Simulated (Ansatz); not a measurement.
## Ni under changes of volume

One of the cells (10.597 Å³/atom); the others are scaled copies at fixed shape and fractional positions:

```
Ni
1.0
    -1.38372    1.38372    1.38372
     1.38372   -1.38372    1.38372
     1.38372    1.38372   -1.38372
Ni
1
Direct
  0.00000 0.00000 0.00000
```

This isn't the form of Ni at room conditions, which is fcc.

```yaml
Program: Ansatz 0.2.0
Functional: PBE
Potentials_or_basis: all-electron LAPW, scalar-relativistic
Cutoff: 365 eV (chosen from the basis error)
Basis_error_allowed: 0.0005 eV/atom
k_mesh: 13 × 13 × 13
Occupations: fermi-dirac, width 0.05 eV
Spin: collinear spin, ferromagnetic start
Starting_moments: "[1.0] μB"
```

```tsv
volume (Å³/atom)	energy over the lowest point (meV/atom)	pressure (GPa)	moment (μB per cell)
9.962	70.64	23.9	0.53
10.174	42.81	18.0	0.56
10.385	22.59	12.6	0.58
10.597	9.18	7.8	0.59
10.809	1.87	3.5	0.60
11.021	0.00	-0.4	0.61
11.233	?	?	?
```

Question: What does the run at 11.233 Å³/atom give?

Answer: Energy over the lowest point 2.96 meV/atom; pressure -3.8 GPa; moment 0.61 μB per cell.

Worked out: A Birch-Murnaghan fit of order 3 (a polynomial in V^(-2/3)) to the other rows has its minimum at 10.99 Å³/atom with B0 = V·E''(V) = 195 GPa and B' = 4.7. It gives 3.07 meV/atom at 11.233 Å³/atom, against the run's 2.96, and -dE/dV = -4.0 GPa, against -3.8. A parabola through the other rows of the moment, of slope -0.0113 μB per Å³/atom there, extrapolates to 0.61 μB, against the run's 0.61.

Energies are extrapolated to zero smearing.
